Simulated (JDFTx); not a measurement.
Crystal: ZrO2.

```xyz
3
Lattice="0.0000 2.5451 2.5451 2.5451 0.0000 2.5451 2.5451 2.5451 0.0000" Properties=species:S:1:pos:R:3 pbc="T T T"
Zr    0.0000    0.0000    0.0000
O     3.8176    3.8176    3.8176
O     1.2725    1.2725    1.2725
```

Measurements of this composition are mostly on another form, of space group No. 14.

Program: JDFTx 1.7.0 (patched build). Alike in all runs: task single point; no spin polarisation; cell as given; smearing fermi-dirac 0.05 eV.

Q: Order these runs on this cell by their pressure, lowest first.
A. level PBE; potentials or basis PseudoDojo-SR-PBE-0.5-standard; k mesh 9 × 9 × 9; cutoff (eV) 1143
B. level PBEsol; potentials or basis PseudoDojo-SR-PBEsol-0.4.1-standard; k mesh 9 × 9 × 9; cutoff (eV) 1143
C. level TASK; potentials or basis SG15-PBE-1.2; k mesh 7 × 7 × 7; cutoff (eV) 1088
D. level LDA; potentials or basis PseudoDojo-SR-LDA-0.4.1-standard; k mesh 9 × 9 × 9; cutoff (eV) 1143
E. level r2SCAN; potentials or basis SG15-PBE-1.2; k mesh 7 × 7 × 7; cutoff (eV) 1088

A: D (-9.8 GPa), B (-4.2 GPa), E (-1.0 GPa), A (3.2 GPa), C (11.3 GPa).

Caveats: the cutoff is short for these files and lowers the pressure by up to 1 GPa (some runs); the potentials were made for another functional, which shifts forces and pressure (some runs).
